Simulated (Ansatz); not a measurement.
# In2O3 (R-3c) in Ansatz: band structure with LDA

Aim: the band structure of In2O3 with LDA.

Program: Ansatz 0.2.0. These are calculated values, not measurements. Logs are shortened: lines on timing, memory, paths and dates and some standing lists are left out, and cuts for length are marked.

**Measured values to compare with.**

From “Fabrication and performance enhancement of an In2O3/BiVO4 heterojunction for N-butanol gas sensing applications”, 2024, pmc:11650617, for a powder of In2O3: band gap 3.08 eV (optical).

How close the calculation comes is told below.

## Step 1: The crystal as given

The structure is trigonal, space group R-3c (No. 167). Conventional cell: a = 5.487 Å, b = 5.487 Å, c = 14.510 Å, α = 90.00°, β = 90.00°, γ = 120.00°. In (site symmetry 3) has 6 O at 2.12 to 2.26 Å as nearest neighbours. O (site symmetry 2) has 4 In at 2.12 to 2.26 Å as nearest neighbours.

## Step 2: Band structure, LDA

input.yaml reads:

```yaml
crystal:
  lattice:
    - [2.7435, 1.5839604635, 4.8366666667]
    - [-2.7435, 1.5839604635, 4.8366666667]
    - [0.0, -3.167920927, 4.8366666667]
  atoms:
    - { symbol: In, position: [0.85731, 0.85731, 0.85731] }
    - { symbol: In, position: [0.64269, 0.64269, 0.64269] }
    - { symbol: In, position: [0.14269, 0.14269, 0.14269] }
    - { symbol: In, position: [0.35731, 0.35731, 0.35731] }
    - { symbol: O, position: [0.048, 0.75, 0.452] }
    - { symbol: O, position: [0.75, 0.452, 0.048] }
    - { symbol: O, position: [0.452, 0.048, 0.75] }
    - { symbol: O, position: [0.952, 0.25, 0.548] }
    - { symbol: O, position: [0.25, 0.548, 0.952] }
    - { symbol: O, position: [0.548, 0.952, 0.25] }
hamiltonian:
  xc: lda
  pseudopotentials: { kind: paw }
kpoints:
  mp_grid: { grid: [6, 6, 6] }
  band_path:
    path:
      - [[0.0, 0.0, 0.0], [0.5, 0.0, 0.0], [0.5, 0.2381665116, -0.2381665116]]
      - [[0.7618334884, 0.5, 0.2381665116], [0.5, 0.5, 0.5], [0.0, 0.0, 0.0], [0.3690832558, 0.0, -0.3690832558]]
      - [[0.6309167442, 0.3690832558, 0.0], [0.5, 0.5, 0.0], [0.6309167442, 0.6309167442, 0.2381665116], [0.5, 0.5, 0.5]]
      - [[0.5, 0.0, 0.0], [0.7618334884, 0.3690832558, 0.3690832558]]
    npoints: 10
scf:
  occupations: { method: fermi_dirac, width: 0.05 }
  n_extra_bands: 25
output:
  forces: true
  stress: true
  eigenvalues: true
  fatbands: true
  write_density: true
  write_potential: true
  elf: true
  volumetric_format: npy
```

Potentials or basis: Ansatz PAW.

Launch:

```sh
$ ansatz run input.yaml --threads 4 --pin off --max-ram 11264MiB --backend cpu --events-out ev --progress --plain --runs-dir out
```

The program printed:

```text
Warning: RAYON_NUM_THREADS=4 ignored (pool sized by the plan → 4); use --threads N
scf.n_extra_bands = 25 over 44 filled bands (N_el = 88.0): the run solves 69 bands
Engine: ansatz 0.2.0, x86_64-unknown-linux-gnu
Pseudopotentials: kind: paw
Pseudopotential: In, paw, valence charge 13, recommended cutoff 420 eV (normal), In.paw.azcp
Pseudopotential: O, paw, valence charge 6, recommended cutoff 420 eV (normal), O.paw.azcp
Functional definition: SPW92
  exchange = slater_x
  correlation = pw_c
Crystal: 10 atoms, lattice volume = 126.109 Å³
Basis set: ecut = 420 eV, 2453 PW (Γ)
Bands: 69, of which v1, the nominal top of the filled ones, is band 44 counted from 1 (43 counted from 0)
Symmetry: 12 space group operations
Space group: R-3c (ITA 167), of the structure as read, at distance tolerance 5.0e-5 Å
k-points: 32 of 216
Non-local potential: In, projectors of the file, l = 0: 2, l = 1: 2, l = 2: 2, l = 3: 2
Non-local potential: O, projectors of the file, l = 0: 2, l = 1: 2, l = 2: 1
PAW form: soft (Blöchl's): semilocal exchange-correlation on the pseudo side does not see the compensation charge
PAW frozen core: In, regenerated for the run's functional, and the local potential with it (the file was generated under x = pbe(κ = 0.804, μ = 0.2195149727645171), c = pbe(β = 0.06672455060314922))
PAW frozen core: O, regenerated for the run's functional, and the local potential with it (the file was generated under x = pbe(κ = 0.804, μ = 0.2195149727645171), c = pbe(β = 0.06672455060314922))
PAW one-centre angular grid: In, 590 points (default); XC on 64 Gauss nodes
PAW one-centre angular grid: O, 110 points (default); XC on 64 Gauss nodes
Initial density: superposition of atomic densities (neutral atoms: chi_scale 0, normalization atom), corrected by the library's trained network
Initial wavefunctions: pseudopotential atomic-orbital guess
Functional: x = slater, c = lda
SCF iter   1: F=—  HF=-25161.461738 eV  |F-HF|=—  |Δ(HF+E_count)|=         —  Δρ=1.99e-2  dr2=4.22e-1  ethr=1.77e-3  ⟨swp⟩=5.5  Hψ=9731  notcnv=0  defer=301
preconditioner: auto → Resta (q_TF=auto, 2.569 Å⁻¹)  ε∞=3.4  [insulator: Δε(μ)=0.990 eV  Ē_g=19.888 eV  σ=0.050 eV  W_gap=1.00  n_scr=32 (ndim 8)  ℏωp=31.0 eV  f_vac=0.019  D(μ)=0.00/eV (n_scr^D=0)  ε∞_Penn≈3.4]
SCF iter   2: F=—  HF=-25161.344659 eV  |F-HF|=—  |Δ(HF+E_count)|=   1.17e-1  Δρ=5.61e-3  dr2=1.66e-2  ethr=4.80e-4  ⟨swp⟩=2.2  Hψ=3258  notcnv=0  defer=615
SCF iter   3: F=—  HF=-25161.339072 eV  |F-HF|=—  |Δ(HF+E_count)|=   5.59e-3  Δρ=2.07e-3  dr2=3.38e-3  ethr=1.89e-5  ⟨swp⟩=2.1  Hψ=2936  notcnv=0  defer=615
SCF iter   4: F=—  HF=-25161.338122 eV  |F-HF|=—  |Δ(HF+E_count)|=   9.50e-4  Δρ=9.08e-4  dr2=6.79e-4  ethr=3.84e-6  ⟨swp⟩=1.0  Hψ=1593  notcnv=0  defer=615
SCF iter   5: F=—  HF=-25161.337898 eV  |F-HF|=—  |Δ(HF+E_count)|=   2.24e-4  Δρ=1.64e-4  dr2=2.85e-5  ethr=7.72e-7  ⟨swp⟩=2.7  Hψ=2684  notcnv=0  defer=615
SCF iter   6: F=—  HF=-25161.337886 eV  |F-HF|=—  |Δ(HF+E_count)|=   1.18e-5  Δρ=1.83e-5  dr2=4.28e-7  ethr=3.23e-8  ⟨swp⟩=2.1  Hψ=2738  notcnv=0  defer=615
SCF iter   7: F=-25161.337886 eV  HF=-25161.337886 eV  |F-HF|=1.82e-10  |Δ(HF+E_count)|=   5.70e-8  Δρ=1.75e-6  dr2=4.88e-9  ethr=1.14e-10  ⟨swp⟩=16.3  Hψ=17865  notcnv=0
SCF 1 converged in 7 iterations: F = -25161.337886 eV  dr2 = 4.88e-9
NSCF: frozen V_eff on 94 k-points
SCF converged after 7 iterations
Free energy (F): -25161.337886 eV
Harris-Foulkes:  -25161.337886 eV  (|F-HF|=1.82e-10)
Internal energy: -25161.337885 eV  (E = F + TS)
E sigma→0 (E₀):  -25161.337886 eV
Entropy (-TS):   -0.000001 eV (-0.000 meV/atom)
Fermi energy:    9.278823 eV
--- Per-component energies (eV) ---
  E_band       = 10.455106
  E_kinetic    = 2029.143258
  E_local      = -5865.962439  (includes V_loc(G=0)·N_el)
  E_nonlocal   = 1796.939469
  E_hartree    = 2238.382590
  E_xc         = -1282.306394
  E_vxc        = -956.611287  (∫ρ·V_xc dr)
  E_paw        = -16968.159466  (= ΣΔE_a)
  E_vpaw       = -1469.836070  (= ΣTr[D̂ρ^β])
  E_aug_tail   = 0.014790  (compensation charges beyond the density's cutoff)
  E_ewald      = -7111.109369
  E_core_change = 1.719675  (= ΣΔE_core)
  E_smearing   = -0.000001  (= −TS)
  E_closure    = 0.000000  (closes the sum)
  Σ components = -25161.337886   (vs F -25161.337886, Δ=0.00e0)
--- Forces (eV/Å), atoms counted from 1 ---
  atom   1  In    -0.00000000     0.00000000    -0.09531904
  atom   2  In    -0.00000000     0.00000000     0.09531904
  atom   3  In     0.00000000    -0.00000000     0.09531904
  atom   4  In     0.00000000     0.00000000    -0.09531904
  atom   5  O     -0.08348424    -0.14459894     0.00000000
  atom   6  O     -0.08348424     0.14459894     0.00000000
  atom   7  O      0.16696848     0.00000000     0.00000000
  atom   8  O      0.08348424     0.14459894    -0.00000000
  atom   9  O      0.08348424    -0.14459894    -0.00000000
  atom  10  O     -0.16696848    -0.00000000    -0.00000000
  max |Σ_I F_I| component: 2.78e-17 eV/Å
--- Stress (GPa, compression-positive) ---
       -3.090459       0.000000      -0.000000
        0.000000      -3.090459      -0.000000
       -0.000000      -0.000000      -3.416541
  P = ⅓ Tr σ = -3.1992 GPa (-31.992 kbar)
--- Band table (eV; the first three rows and the last of 32) ---
  k-point 0: bands = ["-8.8377", "-7.9161", "-7.9161", "-7.6737", "-7.6737", "-7.5680", "-3.6698", "-3.6698", "-3.5062", "-3.5062", "-3.4926", "-3.3683", "-3.3429", "-3.3429", "-3.2902", "-3.2902", "-3.2327", "-3.2327", "-3.1100", "-3.1100", "-3.1070", "-3.0959", "-2.7856", "-2.7856", "-2.0269", "-2.0269", "2.7988", "3.1803", "4.4566", "4.4566", "5.2132", "5.4578", "5.9024", "5.9024", "6.0190", "7.7841", "7.7841", "8.0941", "8.2152", "8.2152", "8.3112", "8.3112", "8.5426", "8.5426", "9.7668", "13.9975", "14.6635", "15.7473", "17.6067", "17.6363", "17.6363", "17.8979", "18.3303", "18.3303", "18.8671", "19.2063", "19.2063", "20.6417", "20.6417", "20.9773", "22.9576", "22.9576", "23.9782", "25.7233", "25.9340", "26.4699", "26.6085", "26.6085", "27.2533"]
  k-point 1: bands = ["-8.7561", "-7.9057", "-7.8997", "-7.7419", "-7.6921", "-7.6028", "-3.6496", "-3.6386", "-3.5251", "-3.5131", "-3.4752", "-3.3879", "-3.3300", "-3.3229", "-3.3099", "-3.2930", "-3.2458", "-3.2325", "-3.1347", "-3.1075", "-3.1055", "-3.0167", "-2.8168", "-2.7692", "-2.1538", "-2.0676", "2.9213", "3.1692", "4.1171", "4.8426", "5.0118", "5.7033", "5.9651", "6.3056", "6.4850", "7.0050", "7.6628", "7.7286", "8.0722", "8.0859", "8.3161", "8.3811", "8.3841", "8.5329", "10.6584", "14.3118", "14.5266", "15.4690", "16.5985", "17.1751", "17.9663", "18.0535", "18.7963", "18.9044", "18.9761", "19.2536", "19.2584", "20.6546", "20.8179", "20.9167", "22.3197", "23.1058", "24.0506", "24.8866", "25.2269", "25.4590", "26.0109", "26.5570", "27.3615"]
  k-point 2: bands = ["-8.5344", "-7.9492", "-7.8665", "-7.8512", "-7.7420", "-7.6804", "-3.6217", "-3.5815", "-3.5221", "-3.5007", "-3.4539", "-3.4081", "-3.3636", "-3.3414", "-3.3053", "-3.2952", "-3.2407", "-3.2193", "-3.1755", "-3.1090", "-3.1013", "-2.9397", "-2.7856", "-2.7208", "-2.3999", "-2.2129", "3.1879", "3.4165", "3.6749", "4.8997", "5.4321", "5.8378", "6.0327", "6.4720", "6.8699", "7.0332", "7.2935", "7.3589", "7.9083", "7.9315", "7.9627", "8.0463", "8.4486", "8.5894", "12.0790", "14.3026", "14.4762", "14.7629", "16.2605", "16.8028", "17.7396", "18.4381", "18.5647", "18.7326", "19.0928", "19.7100", "20.1817", "20.5046", "20.8070", "21.7540", "22.1459", "23.0014", "23.1521", "23.8508", "24.3886", "24.6278", "25.3946", "25.9869", "27.0576"]
  k-point 31: bands = ["-8.2462", "-8.2462", "-7.7984", "-7.7984", "-7.7984", "-7.7984", "-3.5521", "-3.5521", "-3.5456", "-3.5456", "-3.5456", "-3.5456", "-3.3616", "-3.3616", "-3.3616", "-3.3616", "-3.1271", "-3.1271", "-3.1271", "-3.1271", "-2.9988", "-2.9988", "-2.5000", "-2.5000", "-2.5000", "-2.5000", "3.4467", "3.4467", "4.9142", "4.9142", "5.6078", "5.6078", "5.6078", "5.6078", "6.5206", "6.5206", "7.4710", "7.4710", "7.4710", "7.4710", "8.3939", "8.3939", "8.3939", "8.3939", "12.8987", "12.8987", "15.5981", "15.5981", "16.6671", "16.6671", "18.1970", "18.1970", "18.1970", "18.1970", "20.1765", "20.1765", "20.1765", "20.1765", "20.3305", "20.3305", "22.2761", "22.2761", "24.2095", "24.2095", "24.2095", "24.2095", "26.7193", "26.7193", "26.7193"]
```

It took 31 s on 4 threads of Intel Xeon at 2.50GHz (Skylake/Cascade Lake), shared host; peak memory 0.81 GiB.

What came out:

```yaml
Free_energy: -25161.3379 eV
Pressure: -3.2 GPa
Largest_force: 0.167 eV/Å
Band_gap_on_the_k_mesh: 1.18 eV, indirect (least direct gap 1.22 eV)
Band_gap_along_the_path: 1.18 eV, indirect (least direct gap 1.22 eV)
```

Forces on the atoms (eV/Å):
```
In   0.000  0.000 -0.095
In   0.000  0.000  0.095
In   0.000  0.000  0.095
In   0.000  0.000 -0.095
O   -0.083 -0.145  0.000
O   -0.083  0.145  0.000
O    0.167  0.000  0.000
O    0.083  0.145  0.000
O    0.083 -0.145  0.000
O   -0.167  0.000  0.000
```

Stress tensor (GPa, compression positive):
```
-3.09  0.00  0.00
 0.00 -3.09  0.00
 0.00  0.00 -3.42
```

Levels at the corners of the path, in eV from the valence-band top:
```
point  band 42  band 43  band 44  band 45  band 46  band 47
    Γ    -0.28    -0.05    -0.05     1.18     5.41     6.07
    L    -0.78    -0.07    -0.07     4.86     4.86     5.72
   B1    -0.35    -0.16    -0.16     5.46     5.46     5.78
    B    -0.35    -0.16    -0.16     5.46     5.46     5.78
    Z    -0.20    -0.20    -0.20     4.31     4.31     7.01
    Γ    -0.28    -0.05    -0.05     1.18     5.41     6.07
    X    -0.27    -0.22    -0.07     5.18     5.40     5.62
    Q    -0.27    -0.22    -0.07     5.18     5.40     5.62
    F    -0.35    -0.09    -0.04     5.08     5.39     6.33
   P1    -0.39    -0.32    -0.11     5.34     5.51     5.62
    Z    -0.20    -0.20    -0.20     4.31     4.31     7.01
    L    -0.78    -0.07    -0.07     4.86     4.86     5.72
    P    -0.39    -0.32    -0.11     5.34     5.51     5.62
```

Caveat: the pressure holds a Pulay correction of +0.9 GPa for the finite cutoff; spin-orbit coupling is left out, which moves the levels of the heavy elements; the PAW data sets come from PBE, with cores solved anew for the run's functional, which leaves a small shift of forces and pressure.

## Step 3: Comparison with measurements

Step 2. Measured gap of In2O3: 3.08 eV (optical; powder; “Fabrication and performance enhancement of an In2O3/BiVO4 heterojunction for N-butanol gas sensing applications”, 2024, pmc:11650617). This calculation gives 1.18 eV (-1.90 eV). So large a miss can be the level of theory's own, or it may mean another phase, state or a wrong row. Spin-orbit coupling on In is left out. The value is that of LDA, without temperature or zero-point motion. Semilocal functionals fall short of measured gaps as a rule.
